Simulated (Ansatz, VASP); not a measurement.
## FeO (Wuestite) in VASP and in Ansatz

```
Fe O
1.0
     0.00000    2.15540    2.15540
     2.15540    0.00000    2.15540
     2.15540    2.15540    0.00000
Fe O
1 1
Direct
  0.00000 0.00000 0.00000
  0.50000 0.50000 0.50000
```

Alike in both runs: functional LDA; k mesh 11 × 11 × 11; occupations fermi-dirac, width 0.05 eV; collinear spin.

|  | VASP | Ansatz |
| --- | --- | --- |
| version | VASP 6.6.1 | Ansatz 0.2.0 |
| potentials or method | VASP PAW LDA potentials, release 64 (Fe, O), cutoff 520 eV | all-electron LAPW, scalar-relativistic |
| task | single point | band structure |

Ansatz gave:

* gap on the k mesh at the Fermi level (eV): none
* pressure (GPa): -15.6
* net moment per atom (μB): 2.00
* size of the moment on the site where the two differ most (μB): 0.34

Q: Estimate VASP's values.

A: gap on the k mesh at the Fermi level (eV): none; pressure (GPa): -15.4; net moment per atom (μB): 2.00; size of the moment on the site where the two differ most (μB): 0.32.

Site moments also hang on the region over which each program counts them. A gap of «none» marks a metal or a gap that the smearing closes. Ansatz ran all-electron here, so the differences hold the error of VASP's frozen core and of both bases.

Caveats: a cell with one magnetic atom can't hold antiferromagnetic order, which such compounds often take; semilocal functionals often make such compounds metallic where correlation or magnetic order opens a gap, which also shifts bond lengths; so large a pressure means that the cell lies far from this level's equilibrium, or that cutoff or potentials fall short (VASP).
